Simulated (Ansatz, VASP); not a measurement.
## One calculation of MgO (Periclase), two programs

```
Mg O
1.0
     0.00000    2.08178    2.08178
     2.08178    0.00000    2.08178
     2.08178    2.08178    0.00000
Mg O
1 1
Direct
  0.00000 0.00000 0.00000
  0.50000 0.50000 0.50000
```

Change from the starting cell: hydrostatic strain -1.0%.

Alike in both runs: task single point; functional PBE; k mesh 10 × 10 × 10; occupations fermi-dirac, width 0.02 eV; no spin polarisation.

|  | VASP | Ansatz |
| --- | --- | --- |
| version | VASP 6.6.1 | Ansatz 0.2.0 |
| potentials or method | VASP PAW PBE potentials, release 64 (Mg, O) | plane waves, PAW |
| plane-wave cutoff (eV) | 520 | 420 |
| valence electrons in the cell | 8 | 16 |

```csv
,VASP,Ansatz,Ansatz less VASP
gap on the k mesh at the Fermi level (eV),5.07,5.09,+0.016
pressure (GPa),10.2,10.9,+0.72
```

The functional is the same, so the differences come from potentials, cutoffs and numerics. The two sets of potentials don't hold the same shells in valence.
